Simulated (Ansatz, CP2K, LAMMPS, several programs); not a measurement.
Energy against volume for BN built on the NiAs prototype, at fixed shape and fractional coordinates, computed by several methods (PBE and r2SCAN, where shown, with plane waves in Ansatz); the cell shown is that of r2SCAN. With free coordinates or axes held, a curve is too stiff, and on another method's shape its minimum isn't the method's own volume. Space group P6_3/mmc (No. 194), hexagonal; a = 2.491 Å, c = 4.001 Å in the conventional setting, 5.38 Å³ an atom. B is surrounded by 6 N at 1.75 Å; N is surrounded by 6 B at 1.75 Å. Values at 0 K without nuclear motion; spin polarisation is off, and the phase may be a hypothetical one. Energies count from each curve's lowest point; fits are third-order Birch-Murnaghan.

```cif
data_structure
_symmetry_space_group_name_H-M 'P6_3/mmc'
_symmetry_Int_Tables_number 194
_cell_length_a 2.4913
_cell_length_b 2.4913
_cell_length_c 4.0011
_cell_angle_alpha 90.000
_cell_angle_beta 90.000
_cell_angle_gamma 120.000
_cell_volume 21.51
loop_
_atom_site_label
_atom_site_type_symbol
_atom_site_symmetry_multiplicity
_atom_site_Wyckoff_symbol
_atom_site_fract_x
_atom_site_fract_y
_atom_site_fract_z
_atom_site_occupancy
B1 B 2 a 0.00000 0.00000 0.00000 1
N1 N 2 c 0.33333 0.66667 0.25000 1
```

BNC.tersoff (LAMMPS), on the shape of its own relaxed cell:

| V (Å³/atom) | E (meV/atom) |
| --- | --- |
| 4.302 | 482.53 |
| 4.440 | 134.87 |
| 4.577 | 0.00 |
| 4.714 | 21.98 |
| 4.852 | 55.85 |

The points scatter about the fit by more than 0.3 meV an atom, so no fit is quoted.

r2SCAN, on the shape of its own relaxed cell:
```
V (Å³/atom)  E (meV/atom)
      5.054         26.05
      5.215          6.19
      5.377          0.00
      5.538          5.63
      5.699         21.46
```
V₀ = 5.38 Å³ an atom and B₀ = 390 GPa.

Question: PBE, on the shape of its own relaxed cell, gives
```csv
V (Å³/atom),E (meV/atom)
5.117,25.05
5.280,5.96
5.443,0.00
5.607,5.43
5.770,20.61
```
What equilibrium volume and bulk modulus follow?

Answer: V₀ = 5.44 Å³ an atom and B₀ = 370 GPa.

PBE/DZVP (CP2K), on the shape of the cell shown:
```
V (Å³/atom)  E (meV/atom)
      4.731        144.01
      5.054         39.89
      5.377          0.00
      5.699          7.96
      6.022         52.13
```
V₀ = 5.47 Å³ an atom and B₀ = 369 GPa.

PBE/SZV (CP2K), on the shape of the cell shown:
```tsv
V (Å³/atom)	E (meV/atom)
4.731	286.64
5.054	124.07
5.377	34.64
5.699	0.00
6.022	7.19
```
V₀ = 5.79 Å³ an atom and B₀ = 340 GPa.
